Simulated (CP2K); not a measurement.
CoSi, 2 atoms in the cell. The structure is cubic, space group Pm-3m (No. 221). Conventional cell: a = 2.781 Å, b = 2.781 Å, c = 2.781 Å, α = 90.00°, β = 90.00°, γ = 90.00°. Around Co (site symmetry m-3m) lie 8 Si at 2.41 Å. Si (site symmetry m-3m) is surrounded by 8 Co at 2.41 Å. Measurements of this composition are mostly on another form, of space group No. 198.

```yaml
Program: CP2K 2026.2
Task: single point
Functional: PBE
Potentials_or_basis: POTENTIAL_UZH Co GTH-PBE-q17, Si GTH-PBE-q4; TZVP-MOLOPT-PBE-GTH basis
Density_cutoff: 11565 eV
k_mesh: 10 × 10 × 10
Occupations: fermi-dirac, width 0.05 eV
Spin: collinear spin, ferromagnetic start
Starting_moments: "[3.5, 0.0] μB"
SCF_solver: diagonalisation with k points
Quickstep_method: GPW
EPS_DEFAULT: 1.0E-10
EPS_SCF: 1.0E-6
MAX_SCF: 150
SCF_GUESS: ATOMIC
k_points_reduced_by_the_point_group: yes
Mesh_centred_on_Gamma: yes
CHOLESKY: OFF
EPS_EIGVAL: 1.0E-7
MIXING_METHOD: PULAY_MIXING
MIXING_ALPHA: 0.4
NBUFFER: 6
NGRIDS: 5
Basis_sets: Co TZVP-MOLOPT-PBE-GTH-q17, Si TZVP-MOLOPT-PBE-GTH-q4
Potentials: Co GTH-PBE-q17 of POTENTIAL_UZH, Si GTH-PBE-q4 of POTENTIAL_UZH
MULTIPLICITY_of_the_start: 6
ADDED_MOS: "[13, 18]"
REL_CUTOFF_Ry: 60 Ry
MIXING_BETA_1/bohr: 1.5 1/bohr
CUTOFF_of_the_grids: 850 Ry
```

Potentials or basis: POTENTIAL_UZH Co GTH-PBE-q17, Si GTH-PBE-q4; TZVP-MOLOPT-PBE-GTH basis.

The run is started by

```bash
$ OMP_NUM_THREADS=1 cp2k.psmp -i cosi_scf.inp -o cosi_scf.out
```

Hardware: 1 thread of Intel(R) Xeon(R) 6975P-C (Granite Rapids) (shared host).

Task: How long does it take, and how much memory?

Result: Run time: 5.5 min on 1 thread of Intel(R) Xeon(R) 6975P-C (Granite Rapids) (shared host), peak memory 0.53 GiB. Counts: scf iterations 36, k points 56, basis 52, bands 26, force evaluations 1.
